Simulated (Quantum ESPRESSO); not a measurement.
Crystal: Mn3Si.

```
CELL_PARAMETERS angstrom
0.00000 2.86100 2.86100
2.86100 0.00000 2.86100
2.86100 2.86100 0.00000
ATOMIC_POSITIONS crystal
Mn 0.75000 0.75000 0.75000
Mn 0.25000 0.25000 0.25000
Mn 0.50000 0.50000 0.50000
Si 0.00000 0.00000 0.00000
```

Base run:

| Property | Result |
| --- | --- |
| Program | Quantum ESPRESSO 7.5 |
| Functional | PBEsol |
| Potentials or basis | GBRV 1.5 PBEsol |
| Cutoff | 612 eV |
| Density cutoff | 4898 eV |
| k mesh | 7 × 7 × 7 |
| Occupations | fermi-dirac, width 0.05 eV |
| Spin | collinear spin, ferromagnetic start |
| Starting moments | [4.0, 4.0, 4.0, 0.0] μB |
| Hubbard terms | Mn d U = 5 eV |

Its results: band gap on the k mesh none (metal or under the smearing width); pressure 41.7 GPa; net moment 11.02 μB per cell; site moments Mn +3.49, +3.90; Si -0.21 μB.

The run is repeated on the same cell with these changes: hubbard terms from Mn d U = 5 eV to Mn d U = 1 eV. What comes out?

Band gap on the k mesh none (metal or under the smearing width); pressure -0.6 GPa; net moment 6.89 μB per cell; site moments Mn +2.60, +1.62; Si -0.11 μB.

Caveats: the U is typed as a test and isn't derived for this compound; a pressure of tens of GPa on the cell as given is suspect, and the run, the potentials or the cell itself is likely at fault (some runs).
